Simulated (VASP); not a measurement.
KF in VASP: convergence with empty bands

Input of the first run (empty bands 1); the others differ in this setting and in those tied to it:

File INCAR:

```
SYSTEM = KF
ALGO = Normal
EDIFF = 1E-7
ENCUT = 520
GGA = PS
ISIF = 2
ISMEAR = 0
LASPH = .True.
LCHARG = .False.
LREAL = .False.
LWAVE = .False.
NBANDS = 9
NELM = 80
PREC = Accurate
SIGMA = 0.02
```

Contents of KPOINTS:

```
k-points
0
Gamma
  6 6 6
  0 0 0
```

File POSCAR:

```
KF
1.0
    3.2589550000      0.0000000000      0.0000000000
    0.0000000000      3.2589550000      0.0000000000
    0.0000000000      0.0000000000      3.2589550000
K F
1 1
Direct
   -0.0063920000      0.0035840000      0.0043050000
    0.4959630000      0.4977400000      0.4992490000
```

Potentials or basis: VASP PAW PBE potentials, release 64 (K_sv, F).

Launch:

```bash
$ cat potpaw_PBE.64/K_sv/POTCAR potpaw_PBE.64/F/POTCAR > POTCAR
$ mpirun -np 1 vasp_std > vasp.out
```

The cell isn't the ideal one: atoms moved at random, drawn with an rms of 0.02 Å.

The cell comes from a database or a generator and needn't be the stable form of this composition.

Hardware: 1 thread of Intel(R) Xeon(R) Platinum 8375C CPU @ 2.90GHz (Ice Lake), on a shared host.

```csv
empty bands,"energy less the tightest run, at zero smearing (meV/atom)",SCF cycles,CPU time (s),peak memory (GiB)
1,0.00,15,18,0.16
2,0.00,15,16,0.16
3,0.00,15,22,0.16
4,0.00,15,35,0.17
6,0.00,15,39,0.17
10,0.00,14,43,0.18
16,0.00,14,62,0.19
```

Against the tightest run, the energy stays within 1 meV/atom from 1 on. The tightest run that finished is the yardstick and may itself not be fully converged.
